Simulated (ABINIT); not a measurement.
ZrB2:

```
Zr B
1.0
     3.17000    0.00000    0.00000
    -1.58500    2.74530    0.00000
     0.00000    0.00000    3.53300
Zr B
1 2
Direct
  0.00000 0.00000 0.00000
  0.66667 0.33333 0.50000
  0.33333 0.66667 0.50000
```

Base run:

| Item | Value |
| --- | --- |
| Program | ABINIT 10.8.3 (patched build) |
| Functional | AM05 |
| Potentials or basis | JTH PAW PBE v2.0 |
| Cutoff | 544 eV |
| k mesh | 10 × 10 × 8 |
| Occupations | fermi-dirac, width 0.05 eV |
| Spin | no spin polarisation |

Its results: band gap on the k mesh none (metal or under the smearing width); pressure -5.0 GPa.

The run is repeated on the same cell with these changes: functional from AM05 to RPBE. What comes out?

Band gap on the k mesh none (metal or under the smearing width); pressure 4.0 GPa.

RPBE binds less tightly than AM05, so the same cell stands under more pressure.

Caveats: the PAW data sets were made with another functional, which shifts forces and pressure a little.
